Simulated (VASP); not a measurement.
Crystal: TiO2.

```
Ti O
1.0
     4.59984    0.00000    0.00000
     0.00000    4.59984    0.00000
     0.00000    0.00000    2.95921
Ti O
2 4
Cartesian
  0.0000 0.0000 1.4796
  2.2999 2.2999 0.0000
  1.3998 1.3998 1.4796
  0.9001 3.6997 0.0000
  3.6997 0.9001 0.0000
  3.2000 3.2000 1.4796
```

The cell is a database's computed one.

| Item | Value |
| --- | --- |
| Program | VASP 6.6.1 |
| Task | relaxation of cell and atoms |
| Functional | PBE |
| Potentials or basis | VASP PAW PBE potentials, release 64 (Ti_sv, O_s) |
| Cutoff | 480 eV |
| k mesh | 6 × 6 × 9 |
| Occupations | fermi-dirac, width 0.05 eV |
| Spin | no spin polarisation |

At the start: pressure 4.8 GPa; volume 10.44 Å³/atom.

Where does the relaxation end?

Over 5 steps the energy falls by 3.4 meV/atom and the volume is 10.67 Å³/atom (+2.2 %); space group P4_2/mnm (No. 136, to 0.05 Å).

The path:
| step | energy change (eV) | largest force (eV/Å) | pressure (GPa) | volume (Å³) |
| --- | --- | --- | --- | --- |
| 1 | 0.0000 | 0.0333 | 4.81 | 62.61 |
| 2 | 0.0096 | 0.1971 | -5.44 | 65.50 |
| 3 | -0.0187 | 0.0739 | -0.01 | 63.89 |
| 4 | -0.0202 | 0.0201 | -0.01 | 63.97 |
| 5 | -0.0203 | 0.0017 | -0.01 | 64.00 |

Final structure:
```xyz
6
Lattice="4.6422 0.0000 0.0000 0.0000 4.6422 0.0000 0.0000 0.0000 2.9700" Properties=species:S:1:pos:R:3 pbc="T T T"
Ti    0.0000    0.0000    1.4850
Ti    2.3211    2.3211    0.0000
O     1.4153    1.4153    1.4850
O     0.9058    3.7364    0.0000
O     3.7364    0.9058    0.0000
O     3.2269    3.2269    1.4850
```
